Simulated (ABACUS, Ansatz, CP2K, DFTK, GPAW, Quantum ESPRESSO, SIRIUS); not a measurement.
## KTaO3: bulk modulus by level of theory

```cif
data_structure
_symmetry_space_group_name_H-M 'P 1'
_symmetry_Int_Tables_number 1
_cell_length_a 3.9883
_cell_length_b 3.9883
_cell_length_c 3.9883
_cell_angle_alpha 90.000
_cell_angle_beta 90.000
_cell_angle_gamma 90.000
_cell_volume 63.44
loop_
_atom_site_label
_atom_site_type_symbol
_atom_site_fract_x
_atom_site_fract_y
_atom_site_fract_z
_atom_site_occupancy
Ta1 Ta 0.00000 0.00000 0.00000 1
K1 K 0.50000 0.50000 0.50000 1
O1 O 0.00000 0.00000 0.50000 1
O2 O 0.00000 0.50000 0.00000 1
O3 O 0.50000 0.00000 0.00000 1
```

```csv
rung,level,program and potentials,cutoff (eV),k mesh,smearing,core time,chip,bulk modulus (GPa),notes
GGA,PBE,"Ansatz, Ansatz PAW (earlier soft set)",420,7 × 7 × 7,fermi-dirac 0.05,10 s,Intel Xeon,188.5,-
GGA + dispersion,BLYP+D3(BJ),"GPAW, PAW data sets generated for this functional",800,6 × 6 × 6,fermi-dirac 0.05,2.3 min,Intel Xeon 6975P-C Granite Rapids,194.4,-
GGA + dispersion,PBEsol+D3(zero damping),"GPAW, PAW data sets generated for this functional",800,6 × 6 × 6,fermi-dirac 0.05,2.8 min,Intel Xeon 6975P-C Granite Rapids,202.2,-
LDA,LDA,"GPAW, PAW data sets generated for this functional",800,6 × 6 × 6,fermi-dirac 0.05,2.8 min,Intel Xeon 6975P-C Granite Rapids,218.0,-
GGA + dispersion,PBE+D4,"GPAW, GPAW PAW data sets (gpaw-data 1.2.1)",800,6 × 6 × 6,fermi-dirac 0.05,3 min,Intel Xeon 6975P-C Granite Rapids,192.1,-
non-local van der Waals functional,BEEF-vdW,"GPAW, GPAW PAW data sets (gpaw-data 1.2.1)",800,6 × 6 × 6,fermi-dirac 0.05,3 min,Intel Xeon 6975P-C Granite Rapids,184.2,potentials made for PBE
GGA,PBE,"Ansatz, all-electron LAPW, scalar-relativistic",-,7 × 7 × 7,fermi-dirac 0.05,5.1 min,Intel Xeon,186.8,-
GGA + dispersion,PBEsol+D3(BJ),"GPAW, PAW data sets generated for this functional",800,6 × 6 × 6,fermi-dirac 0.05,5.3 min,Arm Neoverse V1,209.4,-
non-local van der Waals functional,vdW-DF-cx,"GPAW, GPAW PAW data sets (gpaw-data 1.2.1)",800,6 × 6 × 6,fermi-dirac 0.05,5.4 min,Arm Neoverse V1,197.4,potentials made for PBE
GGA + dispersion,revPBE+D3(BJ),"GPAW, the program's PAW data sets (release 1.2.1) made for this functional",800,6 × 6 × 6,fermi-dirac 0.05,5.6 min,Arm Neoverse V1,189.9,-
GGA,PBE,"ABACUS, PseudoDojo NC SR 0.4.1 PBE standard, plane waves",1143,7 × 7 × 7,fermi-dirac 0.05,7.1 min,Intel Xeon Platinum 8175M Skylake/Cascade Lake,187.9,-
GGA,PBE,"GPAW, GPAW PAW data sets (gpaw-data 1.2.1)",800,7 × 7 × 7,fermi-dirac 0.05,8.4 min,Arm Neoverse N1,187.6,-
GGA,PBE,"Quantum ESPRESSO, SSSP 1.3 efficiency PBE",816,7 × 7 × 7,fermi-dirac 0.05,9.4 min,Intel Xeon,189.1,-
GGA,PBEsol,"CP2K, POTENTIAL_UZH Ta GTH-PBE-q13, K GTH-PBE-q9, O GTH-PBE-q6; TZVP-MOLOPT-PBE-GTH basis",-,7 × 7 × 7,fermi-dirac 0.05,12 min,Arm Neoverse V1,203.0,atomic basis; potentials made for PBE
GGA,PBE,"SIRIUS, PseudoDojo 0.4.1 PBE standard (scalar relativistic)",1152,7 × 7 × 7,fermi-dirac 0.05,16 min,Arm Neoverse V2,187.9,-
GGA,PBE,"DFTK, PseudoDojo SR PBE 0.4.1 standard (PBE)",1143,7 × 7 × 7,fermi-dirac 0.05,19 min,Intel Xeon Platinum 8488C Sapphire Rapids,187.8,-
```

Times are single runs on shared hosts and different chips, so they are rough; meshes, cutoffs and the tasks' sizes weigh on the time. Task: equation of state. All rows: no spin polarisation. Smearing widths are in eV. The cell comes from a database and isn't always the measured one. Meshes differ between rows, which moves values too. Meshes are those of the run's cell of 5 atoms unless a note names another. Runs on faulty files, with rough fits or with known faults for this quantity aren't shown. No row holds spin-orbit coupling.

By rung: LDA 218.0; GGA 186.8 to 189.1; GGA + dispersion 189.9 to 209.4; non-local van der Waals functional 184.2 to 197.4; GGA in atomic bases 203.0 (GPa).
